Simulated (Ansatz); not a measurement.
# BN: the cost of one run

Method: DFT PBE, scalar-relativistic, plane waves, PAW, in Ansatz 0.2.0.

2 further runs of the same task are left out: 2 set aside as unsound or not needed.

## (1) The structure to begin with

Symmetry: P6_3mc, No. 186, hexagonal system. The conventional cell has a = 2.555 Å, b = 2.555 Å, c = 4.225 Å, α = 90.00°, β = 90.00°, γ = 120.00°. B (site symmetry 3m) has 4 N at 1.57 to 1.58 Å in its first shell of neighbours. N (site symmetry 3m) has 4 B at 1.57 to 1.58 Å in its first shell of neighbours.

Coordinates:

```cif
data_structure
_symmetry_space_group_name_H-M 'P 1'
_symmetry_Int_Tables_number 1
_cell_length_a 4.9368
_cell_length_b 4.9368
_cell_length_c 5.1092
_cell_angle_alpha 104.994
_cell_angle_beta 104.994
_cell_angle_gamma 117.677
_cell_volume 95.50
loop_
_atom_site_label
_atom_site_type_symbol
_atom_site_fract_x
_atom_site_fract_y
_atom_site_fract_z
_atom_site_occupancy
B1 B 0.66657 0.66676 0.33333 1
B2 B 0.66657 0.66676 0.83333 1
B3 B 0.16657 0.16676 0.33333 1
B4 B 0.16657 0.16676 0.83333 1
B5 B 0.58324 0.08343 0.16667 1
B6 B 0.58324 0.08343 0.66667 1
B7 B 0.08324 0.58343 0.16667 1
B8 B 0.08324 0.58343 0.66667 1
N1 N 0.47926 0.85407 0.33333 1
N2 N 0.47926 0.85407 0.83333 1
N3 N 0.97926 0.35407 0.33333 1
N4 N 0.97926 0.35407 0.83333 1
N5 N 0.39593 0.27074 0.16667 1
N6 N 0.39593 0.27074 0.66667 1
N7 N 0.89593 0.77074 0.16667 1
N8 N 0.89593 0.77074 0.66667 1
```

It goes back to an entry of the Materials Project, which need not be the stable form.

It is built from the cell relaxed beforehand with the same method (5.97 Å³/atom).

## (2) The reference: the undisturbed cell on the scan's mesh

Contents of input.yaml:

```yaml
crystal:
  lattice:
    - [-2.5545800964, 0.0, 4.2245145354]
    - [-2.5545800964, 0.0, -4.2245145354]
    - [2.5545800964, -4.4246625189, 0.0]
  atoms:
    - { symbol: B, position: [0.6665695941, 0.6667637392, 0.3333333333] }
    - { symbol: B, position: [0.6665695941, 0.6667637392, 0.8333333333] }
    - { symbol: B, position: [0.1665695941, 0.1667637392, 0.3333333333] }
    - { symbol: B, position: [0.1665695941, 0.1667637392, 0.8333333333] }
    - { symbol: B, position: [0.5832362608, 0.0834304059, 0.1666666667] }
    - { symbol: B, position: [0.5832362608, 0.0834304059, 0.6666666667] }
    - { symbol: B, position: [0.0832362608, 0.5834304059, 0.1666666667] }
    - { symbol: B, position: [0.0832362608, 0.5834304059, 0.6666666667] }
    - { symbol: "N", position: [0.4792637392, 0.8540695941, 0.3333333333] }
    - { symbol: "N", position: [0.4792637392, 0.8540695941, 0.8333333333] }
    - { symbol: "N", position: [0.9792637392, 0.3540695941, 0.3333333333] }
    - { symbol: "N", position: [0.9792637392, 0.3540695941, 0.8333333333] }
    - { symbol: "N", position: [0.3959304059, 0.2707362608, 0.1666666667] }
    - { symbol: "N", position: [0.3959304059, 0.2707362608, 0.6666666667] }
    - { symbol: "N", position: [0.8959304059, 0.7707362608, 0.1666666667] }
    - { symbol: "N", position: [0.8959304059, 0.7707362608, 0.6666666667] }
basis:
  ecutwfc: 420
kpoints:
  mp_grid: { grid: [6, 6, 6] }
hamiltonian:
  xc: pbe
scf:
  occupations: { method: gaussian, width: 0.05 }
output:
  forces: true
  stress: true
  eigenvalues: true
```

Started as:

```console
$ ansatz run input.yaml --threads 2 --pin off --max-ram 5120MiB --backend cpu --events-out ev --progress --plain --runs-dir out
```

Q: Estimate wall time and peak memory on 2 threads of Arm Neoverse N1, shared host.

About 16 s, with a peak of 0.42 GiB.
